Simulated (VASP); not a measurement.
# BN (Qingsongite) (F-43m) in VASP: settings compared, part 2 of 2

VASP 6.6.1. The steps go on from the part before.

## (5) Relaxation of cell and atoms, r2SCAN

The input, INCAR:

```
SYSTEM = BN
PREC = Accurate ; ENCUT = 600
EDIFF = 1E-6 ; ISMEAR = 0
SIGMA = 0.03 ; LREAL = .False.
LASPH = .True. ; NELM = 80
ALGO = Normal ; ISIF = 3
LWAVE = .False. ; LCHARG = .False.
METAGGA = R2SCAN ; LMIXTAU = .True.
IBRION = 2 ; NSW = 90
EDIFFG = -0.01
```

The input, KPOINTS:

```
regular mesh
0
Gamma
  14 14 14
  0 0 0
```

The input, POSCAR:

```
BN
1.0
    0.0000000000      1.8075000000      1.8075000000
    1.8075000000      0.0000000000      1.8075000000
    1.8075000000      1.8075000000      0.0000000000
B N
1 1
Direct
    0.0000000000      0.0000000000      0.0000000000
    0.2500000000      0.2500000000      0.2500000000
```

Potentials or basis: VASP PAW PBE potentials, release 64 (B, N).

On the command line:

```console
$ cat potpaw_PBE.64/B/POTCAR potpaw_PBE.64/N/POTCAR > POTCAR
$ mpirun -np 1 vasp_std > vasp.out
```

OUTCAR:

```text
SYSTEM = BN
   PREC = Accurate
   ENCUT = 600
   EDIFF = 1E-6
   ISMEAR = 0
   LREAL = .False.
   LASPH = .True.
   NELM = 80
   ISIF = 3
   METAGGA = R2SCAN
   IBRION = 2
   NSW = 90
   EDIFFG = -0.01

 ion  position               nearest neighbor table
   1  0.000  0.000  0.000-   2 1.57   2 1.57   2 1.57   2 1.57
   2  0.250  0.250  0.250-   1 1.57   1 1.57   1 1.57   1 1.57

  LATTYP: Found a face centered cubic cell.
 ALAT       =     3.6150000000

  Lattice vectors:

 A1 = (   0.0000000000,   1.8075000000,   1.8075000000)
 A2 = (   1.8075000000,   0.0000000000,   1.8075000000)
 A3 = (   1.8075000000,   1.8075000000,   0.0000000000)

Analysis of symmetry for initial positions (statically):
=====================================================================
 Subroutine PRICEL returns:
 Original cell was already a primitive cell.

 Routine SETGRP: Setting up the symmetry group for a
 face centered cubic supercell.

 Subroutine GETGRP returns: Found 24 space group operations
 (whereof 24 operations were pure point group operations)
 out of a pool of 48 trial point group operations.

The static configuration has the point symmetry T_d .
[... 171 lines left out ...]
  Total       -0.0379802     -0.0379802     -0.0379802      0.0000000      0.0000000      0.0000000
  in kB       -5.1523171     -5.1523171     -5.1523171      0.0000000      0.0000000      0.0000000
  external PRESSURE =      -5.1523171 kB  Pullay stress =       0.0000000 kB
[... 59 lines left out ...]
--------------------------------------- Ionic step        3  -------------------------------------------

 number of electron       7.9999999 magnetization

 Free energy of the ion-electron system (eV)
  ---------------------------------------------------
  ext. energy  EPLUGINS =         0.00000000
  ---------------------------------------------------
  free energy    TOTEN  =       -19.17466929 eV

  energy without entropy =      -19.17466929  energy(sigma->0) =      -19.17466929

 E-fermi :   7.4453     XC(G=0): -13.6538

 val. band max:        7.2592313806   @ k =   0.0000   0.0000   0.0000
 cond. band min:      12.2376652071   @ k =   0.5000   0.5000   0.0000
 fundamental gap:      4.9784338266
 Fermi energy:         7.4453134528

 k-point     1 :       0.0000    0.0000    0.0000
  band No.  band energies     occupation
      1     -14.0485      2.00000
      2       7.2592      2.00000
      3       7.2592      2.00000
      4       7.2592      2.00000
      5      16.7925      0.00000
      6      16.7925      0.00000
      7      16.7925      0.00000
      8      18.3469      0.00000
[... 243 lines left out ...]
 k-point    24 :       0.2857    0.1429    0.0000
  band No.  band energies     occupation
      1     -12.2231      2.00000
      2       1.9859      2.00000
      3       4.8246      2.00000
      4       5.3170      2.00000
      5      16.1896      0.00000
      6      19.7442      0.00000
      7      20.3126      0.00000
      8      20.9654      0.00000

 [... further k-points ...]

------------------------ aborting loop because EDIFF is reached ----------------------------------------

  FORCE on cell =-STRESS in cart. coord.  units (eV):
  Direction    XX          YY          ZZ          XY          YZ          ZX
  --------------------------------------------------------------------------------------
  -------------------------------------------------------------------------------------
  Total        0.0013699      0.0013699      0.0013699      0.0000000     -0.0000000      0.0000000
  in kB        0.1861053      0.1861053      0.1861053      0.0000000     -0.0000000      0.0000000
  external PRESSURE =       0.1861053 kB  Pullay stress =       0.0000000 kB
[... 17 lines left out ...]
  FREE ENERGIE OF THE ION-ELECTRON SYSTEM (eV)
  ---------------------------------------------------
  free  energy   TOTEN  =       -19.1746692890 eV

  energy  without entropy=      -19.1746692890  energy(sigma->0) =      -19.17466929

 reached required accuracy - stopping structural energy minimisation
```

Wall time 44 s (1 thread of Intel Xeon 6975P-C (Granite Rapids), shared host); peak memory 0.12 GiB.

What came out:

| Property | Result |
| --- | --- |
| Free energy | -19.1747 eV |
| Relaxed volume | 5.90 Å³/atom |
| Relaxed cell | a = 2.555 Å, b = 2.555 Å, c = 2.555 Å, α = 60.00°, β = 60.00°, γ = 60.00° |
| Space group after relaxing (to 0.05 Å) | F-43m (No. 216) |
| Energy gained by relaxing | 0.0 meV/atom |
| Ionic steps | 3 |
| Pressure after relaxing | 0.0 GPa |
| Band gap on the k mesh | 4.98 eV, indirect (least direct gap 9.53 eV) |

Final structure:
```xyz
2
Lattice="0.0000 1.8066 1.8066 1.8066 0.0000 1.8066 1.8066 1.8066 0.0000" Properties=species:S:1:pos:R:3 pbc="T T T"
B     0.0000    0.0000    0.0000
N     0.9033    0.9033    0.9033
```

Levels at points of the mesh, in eV from the valence-band top:
| k point | band 1 | band 2 | band 3 | band 4 | band 5 | band 6 | band 7 | band 8 |
| --- | --- | --- | --- | --- | --- | --- | --- | --- |
| (0.00, 0.00, 0.00) | -21.31 | 0.00 | 0.00 | 0.00 | 9.53 | 9.53 | 9.53 | 11.09 |
| (0.50, 0.00, 0.00) | -17.01 | -11.10 | -2.02 | -2.02 | 10.81 | 11.48 | 11.48 | 16.42 |
| (0.50, 0.50, 0.00) | -15.58 | -9.33 | -5.10 | -5.10 | 4.98 | 9.82 | 19.28 | 19.28 |

Caveat: the PAW data sets were made with another functional, which shifts forces and pressure a little.

## (6) Relaxation of cell and atoms, r2SCAN

INCAR: that of step 5 with these lines changed.

```diff
@@ -2,3 +2,3 @@
 PREC = Accurate ; ENCUT = 600
-EDIFF = 1E-6 ; ISMEAR = 0
+EDIFF = 1E-7 ; ISMEAR = 0
 SIGMA = 0.03 ; LREAL = .False.
@@ -9,2 +9,2 @@
 IBRION = 2 ; NSW = 90
-EDIFFG = -0.01
+EDIFFG = -0.005
```

KPOINTS is that of step 5.

The input, POSCAR:

```
BN                                      
1.0
    0.0000000000      1.8066401993      1.8066401993
    1.8066401993      0.0000000000      1.8066401993
    1.8066401993      1.8066401993      0.0000000000
  B               N             
     1     1
Direct
     0.0000000000000000    0.0000000000000000    0.0000000000000000
     0.2500000000000000    0.2500000000000000    0.2500000000000000
```

Potentials or basis: VASP PAW PBE potentials, release 64 (B, N).

On the command line:

```console
$ cat potpaw_PBE.64/B/POTCAR potpaw_PBE.64/N/POTCAR > POTCAR
$ mpirun -np 1 vasp_std > vasp.out
```

Wall time 24 s (1 thread of Intel Xeon 6975P-C (Granite Rapids), shared host); peak memory 0.12 GiB.

The run converged. Its results:

- Free energy: -19.1746 eV
- Pressure after relaxing: 0.0 GPa
- Band gap on the k mesh: 4.98 eV, indirect (least direct gap 9.53 eV)

Final structure:
```
B N
1.0
     0.00000    1.80664    1.80664
     1.80664    0.00000    1.80664
     1.80664    1.80664    0.00000
B N
1 1
Cartesian
  0.0000 0.0000 0.0000
  0.9033 0.9033 0.9033
```

Levels at points of the mesh, in eV from the valence-band top:
```tsv
k point	band 1	band 2	band 3	band 4	band 5	band 6	band 7	band 8
(0.00, 0.00, 0.00)	-21.31	0.00	0.00	0.00	9.53	9.53	9.53	11.09
(0.50, 0.00, 0.00)	-17.01	-11.10	-2.02	-2.02	10.81	11.48	11.48	16.42
(0.50, 0.50, 0.00)	-15.58	-9.33	-5.10	-5.10	4.98	9.82	19.28	19.28
```

Caveat: the relaxation stopped at its first step, so nothing moved; the PAW data sets were made with another functional, which shifts forces and pressure a little. A k mesh can miss the band edges.
